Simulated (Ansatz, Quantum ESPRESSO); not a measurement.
# 2H-WS2, 2 layers, AA' stacking against a metal electrode: the electrode's level over the Fermi level at a withheld member of a series

**Set-up.** Quantum ESPRESSO 7.5, PBE, GBRV ultrasoft. The slab is relaxed neutral under PBE-D3(BJ), then held. ESM with bc3: vacuum below and a metal electrode about 6 Å above the top atoms. Fermi-Dirac smearing of 0.004 Ry and a dense mesh. Charges are set per cell from the starting area. The series steps the charge of the slab (positive: electrons removed).

```
charge of the slab  electrode's level over the Fermi level (eV)
     1 ×10¹³ e/cm²                                        6.306
     2 ×10¹³ e/cm²                                        7.389
     3 ×10¹³ e/cm²                                        8.451
     6 ×10¹³ e/cm²                                       11.599
     7 ×10¹³ e/cm²                                       12.640
     8 ×10¹³ e/cm²                                       13.681
```

To predict: What is the electrode's level over the Fermi level at 4.5 ×10¹³ e/cm²?

By hand: The rows at 3 ×10¹³ e/cm² and 6 ×10¹³ e/cm² give a slope of (11.599 − (8.451))/(6 − (3)) = 1.049, so a straight line gives 10.025 eV. A parabola through these and the row at 2 ×10¹³ e/cm² gives 10.032 eV.

**The withheld run.** 10.030 eV. The line misses by −0.005 and the parabola by +0.002 eV. Both misses are under 5 % of the step from the nearer row.

Caveats: Vacuum fills the gap; ions don't answer the charge; added electrons can spill towards the electrode at the most negative charges. Charges count on the starting cell, which the relaxation changed by some per cent. Members without a usable value, or on the other side of zero field or charge, are not listed.

[Logs are printed without paths, hosts, clocks, repeated set-up lines and the standing remarks that a program may print on its own settings, such as how far it seeks lower states.]
